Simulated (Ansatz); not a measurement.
Runs of Ansatz 0.2.0 on FePt (Tetraferroplatinum). It takes space group P4/mmm (No. 123, tetragonal). Conventional cell: a = 2.724 Å, b = 2.724 Å, c = 3.720 Å, α = 90.00°, β = 90.00°, γ = 90.00°. Pt (site symmetry 4/mmm) is surrounded by 8 Fe at 2.68 Å and 4 Pt at 2.72 Å. Around Fe (site symmetry 4/mmm) lie 8 Pt at 2.68 Å and 4 Fe at 2.72 Å. 

| level | cutoff (eV) | gap on the mesh (eV) | pressure (GPa) | moment (μB) | relaxed volume (Å³/atom) |
| --- | --- | --- | --- | --- | --- |
| PBEsol | 420 | none | 0.0 | 3.23 | 13.42 |
| revPBE | 420 | none | 0.0 | 3.37 | (b) |
| RPBE | 420 | none | 0.0 | (a) | 14.38 |
| r2SCAN | 500 | none | 0.0 | 3.61 | 13.93 |
| BLYP | 420 | none | 0.0 | (c) | 14.78 |

Alike in all rows: task relaxation of cell and atoms; potentials or basis Ansatz PAW; spin collinear, ferromagnetic start; cell relaxed; k mesh 10 × 10 × 7; smearing fermi-dirac 0.05 eV.

Problem. Estimate the missing entries.

Solution. (a) 3.39; (b) 14.28; (c) 3.33.

Caveats: the plane-wave basis is chosen anew once the cell has moved, so the energies of steps on either side of that aren't comparable; the PAW data sets come from PBE, with cores solved anew for the run's functional, which leaves a small shift of forces and pressure; the magnetic or orbital state may not be the lowest (some runs).

A k mesh can miss the band edges, and the runs leave out spin-orbit coupling on Pt.

A gap of «none» marks a metal or a gap under the smearing width.

Runs at the PBE level aren't shown here.
